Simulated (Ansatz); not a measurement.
# MgF2: the cost of one run

Method: DFT PBEsol, scalar-relativistic, plane waves, PAW, in Ansatz 0.2.0.

1 further run of the same task is left out (set aside as unsound or not needed).

**1. The starting structure**

Symmetry: P4_2/mnm, No. 136, tetragonal system. Conventional cell: a = 4.639 Å, b = 4.639 Å, c = 3.062 Å, α = 90.00°, β = 90.00°, γ = 90.00°. Around Mg (site symmetry mmm) lie 6 F at 1.99 to 2.00 Å. F (site symmetry m2m) has 3 Mg at 1.99 to 2.00 Å in its first shell of neighbours.

Coordinates:

```cif
data_structure
_symmetry_space_group_name_H-M 'P 1'
_symmetry_Int_Tables_number 1
_cell_length_a 4.6388
_cell_length_b 4.6388
_cell_length_c 3.0622
_cell_angle_alpha 90.000
_cell_angle_beta 90.000
_cell_angle_gamma 90.000
_cell_volume 65.89
loop_
_atom_site_label
_atom_site_type_symbol
_atom_site_fract_x
_atom_site_fract_y
_atom_site_fract_z
_atom_site_occupancy
Mg1 Mg 0.00000 0.00000 0.00000 1
Mg2 Mg 0.50000 0.50000 0.50000 1
F1 F 0.30338 0.30338 0.00000 1
F2 F 0.19662 0.80338 0.50000 1
F3 F 0.69662 0.69662 0.00000 1
F4 F 0.80338 0.19662 0.50000 1
```

It is the result of an earlier relaxation at this level (volume 10.98 Å³/atom; gap on the mesh: 6.89 eV).

**2. Static run: bands, density of states and charges**

input.yaml reads:

```yaml
crystal:
  lattice:
    - [4.6387877434, 0.0, 0.0]
    - [0.0, 4.6387877434, 0.0]
    - [0.0, 0.0, 3.0621929218]
  atoms:
    - { symbol: Mg, position: [0.0, 0.0, 0.0] }
    - { symbol: Mg, position: [0.5, 0.5, 0.5] }
    - { symbol: F, position: [0.3033761532, 0.3033761532, 0.0] }
    - { symbol: F, position: [0.1966238468, 0.8033761532, 0.5] }
    - { symbol: F, position: [0.6966238468, 0.6966238468, 0.0] }
    - { symbol: F, position: [0.8033761532, 0.1966238468, 0.5] }
basis:
  ecutwfc: 420
kpoints:
  mp_grid: { grid: [6, 6, 8] }
  band_path:
    path:
      - [[0.0, 0.0, 0.0], [0.0, 0.5, 0.0], [0.5, 0.5, 0.0], [0.0, 0.0, 0.0], [0.0, 0.0, 0.5], [0.0, 0.5, 0.5], [0.5, 0.5, 0.5], [0.0, 0.0, 0.5]]
      - [[0.0, 0.5, 0.0], [0.0, 0.5, 0.5]]
      - [[0.5, 0.5, 0.0], [0.5, 0.5, 0.5]]
    npoints: 14
hamiltonian:
  xc: pbesol
scf:
  occupations: { method: gaussian, width: 0.02 }
  n_extra_bands: 15
output:
  forces: true
  stress: true
  eigenvalues: true
  populations: true
  dos: { projected: true, de: 0.02, nscf_kmesh: { grid: [9, 9, 12] } }
  bader: true
  write_density: true
  write_potential: true
  elf: true
  volumetric_format: npy
```

Run with:

```console
ansatz run input.yaml --threads 2 --pin off --max-ram 5120MiB --backend cpu --events-out ev --progress --plain --runs-dir out
```

**Question.** How long does this run take on 2 threads of Intel Xeon 6975P-C (Granite Rapids), shared host, and how much memory does it need?

About 18 s, with a peak of 0.51 GiB.
